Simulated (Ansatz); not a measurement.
The system is SnO2 (Cassiterite).

```
CELL_PARAMETERS angstrom
4.73800 0.00000 0.00000
0.00000 4.73800 0.00000
0.00000 0.00000 3.18650
ATOMIC_POSITIONS crystal
Sn 0.50000 0.50000 0.50000
Sn 0.00000 0.00000 0.00000
O 0.80710 0.19290 0.50000
O 0.69290 0.69290 0.00000
O 0.19290 0.80710 0.50000
O 0.30710 0.30710 0.00000
```

```yaml
Program: Ansatz 0.2.0
Task: relaxation of cell and atoms
Functional: BLYP
Dispersion: D3(BJ)
Potentials_or_basis: Ansatz PAW
Cutoff: "420 eV (not typed: the program's choice for these potentials)"
k_mesh: 6 × 6 × 8
Occupations: fermi-dirac, width 0.05 eV
Spin: no spin polarisation
```

At the start: volume 11.92 Å³/atom.

Task: Where does the relaxation end?

Result: It ends after 7 steps and the volume is 12.48 Å³/atom (+4.6 %); space group P4_2/mnm (No. 136, to 0.05 Å).

The path:
| step | energy change (eV) | largest force (eV/Å) | volume (Å³) |
| --- | --- | --- | --- |
| 1 | 0.0000 | 0.3625 | 71.53 |
| 2 | -0.0807 | 0.0540 | 74.65 |
| 3 | -0.0812 | 0.0765 | 74.73 |
| 4 | -0.0822 | 0.0012 | 74.66 |
| 5 | -0.1062 | 0.0017 | 74.66 |
| 6 | -0.1053 | 0.0003 | 74.85 |
| 7 | -0.1065 | 0.0004 | 74.85 |

Final structure:
```yaml
crystal:
  lattice:
    - [4.80088, 0.00000, 0.00000]
    - [0.00000, 4.80088, 0.00000]
    - [0.00000, 0.00000, 3.24762]
  atoms:
    - { symbol: Sn, position: [0.50000, 0.50000, 0.50000] }
    - { symbol: Sn, position: [0.00000, 0.00000, 0.00000] }
    - { symbol: O, position: [0.80595, 0.19405, 0.50000] }
    - { symbol: O, position: [0.69405, 0.69405, 0.00000] }
    - { symbol: O, position: [0.19405, 0.80595, 0.50000] }
    - { symbol: O, position: [0.30595, 0.30595, 0.00000] }
```

Caveat: the plane-wave basis is chosen anew once the cell has moved, so the energies of steps on either side of that aren't comparable; the pressure holds a Pulay correction of +1.0 GPa for the finite cutoff; the PAW data sets come from PBE, with cores solved anew for the run's functional, which leaves a small shift of forces and pressure.
